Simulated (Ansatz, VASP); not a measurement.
## One calculation of Na, two programs

INCAR

```
SYSTEM = Na
ALGO = Fast
EDIFF = 1E-6
ENCUT = 520
GGA = CA
ISIF = 2
ISMEAR = 0
LASPH = .True.
LCHARG = .False.
LREAL = .False.
LWAVE = .False.
NBANDS = 14
NELM = 100
PREC = Accurate
SIGMA = 0.15
```

KPOINTS

```
k-points
0
Gamma
  18 18 10
  0 0 0
```

File POSCAR:

```
Na
1.0
    4.0578788133      0.0000000000      0.0000000000
   -2.0289394067      3.5142261378      0.0000000000
    0.0000000000      0.0000000000      5.3033564330
Na
2
Direct
    0.3333333333      0.6666666667      0.2500000000
    0.6666666667      0.3333333333      0.7500000000
```

Input for Ansatz:

```yaml
crystal:
  lattice:
    - [4.0578788133, 0.0, 0.0]
    - [-2.0289394067, 3.5142261378, 0.0]
    - [0.0, 0.0, 5.303356433]
  atoms:
    - { symbol: Na, position: [0.3333333333, 0.6666666667, 0.25] }
    - { symbol: Na, position: [0.6666666667, 0.3333333333, 0.75] }
basis:
  ecutwfc: 420
kpoints:
  mp_grid: { grid: [18, 18, 10] }
hamiltonian:
  xc: lda
scf:
  occupations: { method: gaussian, width: 0.15 }
output:
  forces: true
  stress: true
  eigenvalues: true
```

Alike in both runs: task single point; functional LDA; k mesh 18 × 18 × 10; occupations gaussian, width 0.15 eV; no spin polarisation.

|  | VASP | Ansatz |
| --- | --- | --- |
| version | VASP 6.6.1 | Ansatz 0.2.0 |
| potentials or method | VASP PAW LDA potentials, release 64 (Na_pv) | scalar-relativistic, plane waves, PAW |
| plane-wave cutoff (eV) | 520 | 420 |
| valence electrons in the cell | 14 | 18 |

```csv
,VASP,Ansatz,Ansatz less VASP
gap on the k mesh at the Fermi level (eV),none,none,-
pressure (GPa),-0.7,-0.7,+0.02
largest component of the traceless stress (GPa),0.93,0.93,-0.001
```

A gap of «none» marks a metal or a gap that the smearing closes. The two sets of potentials don't hold the same shells in valence.
